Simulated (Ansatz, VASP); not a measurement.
**Nb in VASP and in Ansatz**

```
CELL_PARAMETERS angstrom
-1.65581 1.65581 1.65581
1.65581 -1.65581 1.65581
1.65581 1.65581 -1.65581
ATOMIC_POSITIONS crystal
Nb 0.00000 0.00000 0.00000
```

Alike in both runs: functional PBE; k mesh 18 × 18 × 18; occupations fermi-dirac, width 0.08 eV; no spin polarisation.

Ansatz relaxed the structure, and its values are those at the end. VASP's run is a single point on that final structure, the one shown.

```csv
,VASP,Ansatz
version,VASP 6.6.1,Ansatz 0.2.0
potentials or method,"VASP PAW PBE potentials, release 64 (Nb_sv)","PAW with Ansatz's default frozen-core files, scalar-relativistic"
plane-wave cutoff (eV),520,420
valence electrons in the cell,13,13
```

```tsv
	VASP	Ansatz	Ansatz less VASP
pressure (GPa)	-0.3	0.0	+0.32
```
